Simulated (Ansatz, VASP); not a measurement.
C: VASP beside Ansatz

```
CELL_PARAMETERS angstrom
2.13469 -1.23247 -0.00925
2.13469 1.23247 -0.00925
-1.39907 0.00000 3.38290
ATOMIC_POSITIONS crystal
C 0.83337 0.83337 0.00011
C 0.16663 0.16663 0.99989
```

Alike in both runs: functional PBE; dispersion D3(BJ); k mesh 14 × 14 × 8; occupations gaussian, width 0.02 eV; no spin polarisation.

Ansatz relaxed the structure, and its values are those at the end. VASP's run is a single point on that final structure, the one shown.

|  | VASP | Ansatz |
| --- | --- | --- |
| version | VASP 6.6.1 | Ansatz 0.2.0 |
| potentials or method | VASP PAW PBE potentials, release 64 (C) | scalar-relativistic, plane waves, PAW |
| plane-wave cutoff (eV) | 520 | 420 |
| valence electrons in the cell | 8 | 8 |

Ansatz gave:

| Quantity | Value |
| --- | --- |
| gap on the k mesh at the Fermi level (eV) | 0.69 |
| least direct gap on the mesh (eV) | 0.69 |
| pressure (GPa) | 0.0 |

What did VASP give for the same quantities?

gap on the k mesh at the Fermi level (eV): 0.68; least direct gap on the mesh (eV): 0.69; pressure (GPa): 0.4.
